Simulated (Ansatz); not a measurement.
## Energy landscape near a NaCl structure

Theory: Ansatz, DFT PBEsol, scalar-relativistic, plane waves, PAW.

Plane waves to 420 eV, a k mesh through Γ of 6×6×6 on the computed 2-atom cell and Gaussian smearing (0.02 eV); no spin polarisation.

Reference cell:

```
CELL_PARAMETERS angstrom
3.50219 0.00000 0.00000
0.00000 3.50219 0.00000
0.00000 0.00000 3.50219
ATOMIC_POSITIONS crystal
Na 0.00000 0.00000 0.00000
Cl 0.50000 0.50000 0.50000
```

Each variant moves atoms of this cell by the vectors given, if any (Å), and then applies a symmetric strain (tensor components, Cartesian axes). The reference cell isn't relaxed at this level. Energies are per atom at zero smearing, counted from the lowest variant. Pressure is positive in compression.

1. strain (xx yy zz yz xz xy, %) -0.10 -0.10 -0.10 0.00 0.00 0.00
2. strain (xx yy zz yz xz xy, %) -3.25 -3.25 -3.25 -6.00 6.00 6.00
3. strain (xx yy zz yz xz xy, %) 3.56 3.56 3.56 -1.00 -1.00 1.00
4. strain (xx yy zz yz xz xy, %) -5.79 -2.21 -0.37 -1.14 2.02 0.06; moves: Na1 (0.135, 0.065, 0.001); Cl2 (-0.135, -0.065, -0.001)
5. strain (xx yy zz yz xz xy, %) -3.41 -3.41 -3.41 0.00 0.00 0.00
6. strain (xx yy zz yz xz xy, %) -0.84 -0.84 -0.84 0.00 0.00 0.00

| result | ΔE (meV/atom) | P (GPa) | largest force (eV/Å) | gap on mesh (eV) |
| --- | --- | --- | --- | --- |
| A | 25.7 | 2.11 | 0.23 | 3.90 |
| B | 35.8 | -3.04 | 0.00 | 3.54 |
| C | 2.6 | -1.15 | 0.00 | 3.85 |
| D | 39.5 | 3.91 | 0.00 | 4.42 |
| E | 0.0 | -0.60 | 0.00 | 3.92 |
| F | 5.3 | 1.85 | 0.00 | 4.20 |

Q: Which variant gave which result?

A: A is 4, B is 3, C is 1, D is 2, E is 6, F is 5.

This CsCl-type form isn't the usual stable structure of the compound.